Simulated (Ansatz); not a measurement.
Consider BaSnO3 in the cubic perovskite structure (space group Pm-3m, No. 221; a = 4.1219 Å). Axes: x, y, z lie along the cube axes.

Modification: tensile biaxial strain of 2.45 % in the plane normal to [001], as in epitaxy on a mismatched substrate; the out-of-plane cell vector and the atoms relax.

Levels (all Ansatz, a first-principles code, PAW): PBEsol (420 eV, scalar-relativistic without spin-orbit coupling); PBEsol+SOC (420 eV, noncollinear with spin-orbit coupling).

The geometry is relaxed with PBEsol.

| Property | Value |
|---|---|
| PBEsol electron mass | 0.13 mₑ out of plane, 0.13 mₑ in plane (at Γ) |
| PBEsol lowest conduction level above the VBM at special points | Γ 0.43 eV; X 4.39 eV; Z 4.70 eV; A 4.94 eV |
| PBEsol smallest direct gap | 0.92 eV |

Task: How does going to PBEsol+SOC change the electron mass, lowest conduction level above the VBM at special points and smallest direct gap?

Result: The electron mass is still 0.13 mₑ out of plane, 0.13 mₑ in plane (at Γ); the lowest conduction level above the VBM at special points becomes Γ 0.43 eV; X 4.39 eV; Z 4.70 eV; A 4.80 eV (PBEsol: Γ 0.43 eV; X 4.39 eV; Z 4.70 eV; A 4.94 eV); the smallest direct gap decreases by 0.04 eV (0.92 eV → 0.88 eV).

Single points use the geometry relaxed with PBEsol. The spin-orbit shifts are approximate. Masses are band curvatures over ±0.01 Å⁻¹ around the edge. Stability against distortions was not tested. k-point labels follow each cell's own Brillouin zone.
